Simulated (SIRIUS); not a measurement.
# C (Fd-3m) in SIRIUS: reference runs

Aim: a first look at C with PBEsol, on the cell as given and on a disturbed one, then over a range of volumes.

All numbers are computed with SIRIUS 7.12.0; they aren't measurements. Logs are shortened: lines on timing, memory, paths and dates and some standing lists are left out, and cuts for length are marked. The log counts tension as positive stress, the text compression.

**Experimental background.**

From “Equation of state of cubic boron nitride at high pressures and temperatures”, 2007, arxiv:cond-mat/0702656, for a bulk crystal of C: bulk modulus 444.8 ± 0.8 GPa.

The runs below are set against these values where they give the same quantity.

## Step 1: The crystal as given

The structure is cubic, space group Fd-3m (No. 227). The conventional cell has a = 3.567 Å, b = 3.567 Å, c = 3.567 Å, α = 90.00°, β = 90.00°, γ = 90.00°. C (site symmetry -43m) is surrounded by 4 C at 1.54 Å.

This isn't the form of C at room conditions, which is graphite.

## Step 2: Single point, PBEsol

Contents of sirius.json:

```json
{
  "control": {
    "processing_unit": "cpu",
    "verbosity": 2,
    "num_bands_to_print": 10,
    "print_forces": true,
    "print_stress": true
  },
  "parameters": {
    "electronic_structure_method": "pseudopotential",
    "xc_functionals": ["XC_GGA_X_PBE_SOL", "XC_GGA_C_PBE_SOL"],
    "gk_cutoff": 9.1,
    "pw_cutoff": 18.2,
    "ngridk": [13, 13, 13],
    "shiftk": [0, 0, 0],
    "smearing": "fermi_dirac",
    "smearing_width": 0.0018374661,
    "num_bands": 10,
    "num_mag_dims": 0,
    "num_dft_iter": 100,
    "energy_tol": 1e-08,
    "density_tol": 1e-06
  },
  "iterative_solver": {
    "type": "davidson",
    "min_tolerance": 1e-10
  },
  "mixer": {
    "type": "anderson",
    "beta": 0.7,
    "max_history": 8
  },
  "settings": {
    "tol_ne": 1e-10,
    "pseudo_grid_cutoff": 6.5
  },
  "unit_cell": {
    "lattice_vectors": [
      [0.0, 3.370080878874, 3.370080878874],
      [3.370080878874, 0.0, 3.370080878874],
      [3.370080878874, 3.370080878874, 0.0]
    ],
    "atom_coordinate_units": "lattice",
    "atom_types": ["C"],
    "atom_files": {
      "C": "C.json"
    },
    "atoms": {
      "C": [
        [0.75, 0.75, 0.75],
        [0.5, 0.5, 0.5]
      ]
    }
  }
}
```

Potentials or basis: PseudoDojo 0.4.1 PBEsol standard (scalar relativistic).

On the command line:

```
$ upf_to_json C.upf
$ OMP_NUM_THREADS=1 sirius.scf --input=sirius.json --output=out.json --task=0
```

Log:

```text
[info] SIRIUS version : 7.12.0
[info] number of MPI ranks           : 1
[info] MPI grid                      : 1 1
[info] maximum number of OMP threads : 1
[fft] FFT context for density and potential
[fft] =====================================
[fft]   comm size                             : 1
[fft]   plane wave cutoff                     : 18.2
[fft]   grid size                             : 30 30 30   total : 27000
[fft]   grid limits                           : -14 15   -14 15   -14 15
[fft]   number of G-vectors within the cutoff : 3900
[fft]   local number of G-vectors             : 3900
[fft]   number of G-shells                    : 242
[fft] FFT context for coarse grid
[fft] =====================================
[fft]   comm size                             : 1
[fft]   plane wave cutoff                     : 18.2
[fft]   grid size                             : 30 30 30   total : 27000
[fft]   grid limits                           : -14 15   -14 15   -14 15
[fft]   number of G-vectors within the cutoff : 3900
[fft]   local number of G-vectors             : 3900
[fft]   number of G-shells                    : 242
[unit cell] lattice vectors
[unit cell]   a1 :       0.0000000000      3.3700808789      3.3700808789
[unit cell]   a2 :       3.3700808789      0.0000000000      3.3700808789
[unit cell]   a3 :       3.3700808789      3.3700808789      0.0000000000
[unit cell] reciprocal lattice vectors
[unit cell]   b1 :      -0.9322009668      0.9322009668      0.9322009668
[unit cell]   b2 :       0.9322009668     -0.9322009668      0.9322009668
[unit cell]   b3 :       0.9322009668      0.9322009668     -0.9322009668
[unit cell] unit cell volume :        76.55101733 [a.u.^3]
[unit cell] 1/sqrt(omega)    :         0.11429429
[unit cell] MT volume        :         0.00000000 ( 0.00%)
[unit cell] IT volume        :        76.55101733 (100.00%)
[unit cell] number of atom types : 1
[unit cell] type id : 0 symbol :  C mt_radius :  12.470000 num_atoms : 2
[unit cell] total number of atoms : 2
[unit cell] number of symmetry classes : 1
[unit cell] number of PAW atoms : 0
[unit cell] atom id  type id  class id             position                      vector_field
[unit cell] ------------------------------------------------------------------------------------------
[unit cell]      0        0        0      0.75000   0.75000   0.75000      0.00000   0.00000   0.00000
[unit cell]      1        0        0      0.50000   0.50000   0.50000      0.00000   0.00000   0.00000
[unit cell] atom id         position (Cartesian, a.u.)
[unit cell] ---------------------------------------------
[unit cell]      0       5.055121    5.055121    5.055121
[unit cell]      1       3.370081    3.370081    3.370081
[unit cell] class id : 0 atom id : 0 1
[unit cell] minimum bond length:     2.918576
[... 286 lines left out ...]
[find] ewald contribution             :     -12.78734425
[find] PAW contribution               :       0.00000000
[find] smearing (-TS)                 :      -0.00000000
[find] SCF correction                 :       0.00000004
[find] Total energy                   :     -12.00827103 (Ha),     -24.01654207 (Ry)
[find] Free energy (E-TS)             :     -12.00827103 (Ha),     -24.01654207 (Ry)
[find] band gap (eV)                  :       4.05292608
[find] Efermi                         :       0.59690164
[find] iteration : 11, RMS (target) : 7.4897e-07 (1.0000e-06) , energy difference (target) : -6.0929e-13 (1.0000e-08)
[find] bands are converged : true
[find] iterative solver converged : false
[find] converged after 12 SCF iterations!
[find] Charges and magnetic moments
[find] --------------------------------------------------------------------------------
[find] total charge          : 8.000000
[find] Energy
[find] --------------------------------------------------------------------------------
[find] valence_eval_sum               :       1.27500834
[find] <rho|V^{XC}>                   :      -4.75987186
[find] <rho|E^{XC}>                   :      -4.30808310
[find] <mag|B^{XC}>                   :       0.00000000
[find] <rho|V^{H}>                    :       1.89544785
[find] one-electron contribution      :       4.13943236 (Ha),       8.27886471 (Ry)
[find] hartree contribution           :       0.94772392
[find] xc contribution                :      -4.30808310
[find] ewald contribution             :     -12.78734425
[find] PAW contribution               :       0.00000000
[find] smearing (-TS)                 :      -0.00000000
[find] SCF correction                 :       0.00000004
[find] Total energy                   :     -12.00827103 (Ha),     -24.01654207 (Ry)
[find] Free energy (E-TS)             :     -12.00827103 (Ha),     -24.01654207 (Ry)
[find] band gap (eV)                  :       4.05292608
[find] Efermi                         :       0.59690164
[ground_state] === stress tensor components [kbar] ===
[ground_state] === stress_kin ===
[ground_state] -21636.929727    0.000000   -0.000000
[ground_state]     0.000000-21636.929727   -0.000000
[ground_state]    -0.000000   -0.000000-21636.929727
[ground_state] === stress_har ===
[ground_state] -1214.135697    0.000000    0.000000
[ground_state]     0.000000-1214.135697   -0.000000
[ground_state]     0.000000   -0.000000-1214.135697
[ground_state] === stress_ewald ===
[ground_state] 16381.955481    0.000000    0.000000
[ground_state]     0.00000016381.955481    0.000000
[ground_state]     0.000000    0.00000016381.955481
[ground_state] === stress_vloc ===
[ground_state]  -383.322739    0.000000    0.000000
[ground_state]     0.000000 -383.322739   -0.000000
[ground_state]     0.000000   -0.000000 -383.322739
[ground_state] === stress_xc ===
[ground_state]  1757.082802    0.000000    0.000000
[ground_state]     0.000000 1757.082802    0.000000
[ground_state]     0.000000    0.000000 1757.082802
[ground_state] === stress_core ===
[ground_state]  3071.078061    0.000000   -0.000000
[ground_state]     0.000000 3071.078061   -0.000000
[ground_state]    -0.000000   -0.000000 3071.078061
[ground_state] === stress_nonloc ===
[ground_state]  2056.445367    0.000000   -0.000000
[ground_state]     0.000000 2056.445367   -0.000000
[ground_state]    -0.000000   -0.000000 2056.445367
[ground_state] === stress_us_nl ===
[ground_state]  2056.445367    0.000000   -0.000000
[ground_state]     0.000000 2056.445367   -0.000000
[ground_state]    -0.000000   -0.000000 2056.445367
[ground_state] === stress_total ===
[ground_state]    32.173548    0.000000   -0.000000
[ground_state]     0.000000   32.173548   -0.000000
[ground_state]    -0.000000   -0.000000   32.173548
[ground_state] ==== total Forces in Ha/bohr =====
[ground_state] atom:    0, force:       0.0000000      0.0000000      0.0000000
[ground_state] atom:    1, force:      -0.0000000     -0.0000000     -0.0000000
[ground_state] ==== ultrasoft contribution from Qij =====
[ground_state] atom:    0, force:       0.0000000      0.0000000      0.0000000
[ground_state] atom:    1, force:       0.0000000      0.0000000      0.0000000
[ground_state] ==== non-local contribution from Beta-projector =====
[ground_state] atom:    0, force:       0.0000000      0.0000000      0.0000000
[ground_state] atom:    1, force:       0.0000000      0.0000000      0.0000000
[ground_state] ==== contribution from local potential =====
[ground_state] atom:    0, force:       0.0000000      0.0000000      0.0000000
[ground_state] atom:    1, force:      -0.0000000     -0.0000000     -0.0000000
[ground_state] ==== contribution from core density =====
[ground_state] atom:    0, force:       0.0000000      0.0000000      0.0000000
[ground_state] atom:    1, force:       0.0000000      0.0000000      0.0000000
[ground_state] ==== Ewald forces from ions =====
[ground_state] atom:    0, force:       0.0000000      0.0000000      0.0000000
[ground_state] atom:    1, force:      -0.0000000     -0.0000000      0.0000000
[~DFT_ground_state] local op. applied: 22048
[~DFT_ground_state] evp. work count: 9345.2
[~DFT_ground_state] number of iterative solver steps: 1703
```

It took 16 s on 1 thread of Intel Xeon Platinum 8259CL at 2.50GHz (Skylake/Cascade Lake), shared host; peak memory 0.16 GiB.

Results:

| Property | Result |
| --- | --- |
| Free energy | -326.7617 eV |
| Pressure | -3.2 GPa |
| Band gap on the k mesh | 4.05 eV |

Caveat: an odd mesh through Γ misses points on the zone boundary, where band edges often lie.

## Step 3: Single point, PBEsol, 5.33 Å³/atom (volume scaled by 0.94)

sirius.json, as its differences from that of step 2:

```diff
@@ -38,5 +38,5 @@
     "lattice_vectors": [
-      [0.0, 3.370080878874, 3.370080878874],
-      [3.370080878874, 0.0, 3.370080878874],
-      [3.370080878874, 3.370080878874, 0.0]
+      [0.0, 3.301284414193, 3.301284414193],
+      [3.301284414193, 0.0, 3.301284414193],
+      [3.301284414193, 3.301284414193, 0.0]
     ],
```

Potentials or basis: PseudoDojo 0.4.1 PBEsol standard (scalar relativistic).

On the command line:

```
$ upf_to_json C.upf
$ OMP_NUM_THREADS=1 sirius.scf --input=sirius.json --output=out.json --task=0
```

Wall time 15 s (1 thread of Intel Xeon Platinum 8259CL at 2.50GHz (Skylake/Cascade Lake), shared host); peak memory 0.16 GiB.

It converged, with:

* Free energy: -326.7132 eV
* Pressure: 27.1 GPa
* Band gap on the k mesh: 4.20 eV

Caveat: an odd mesh through Γ misses points on the zone boundary, where band edges often lie.

(Continued in part 2 of 2.)
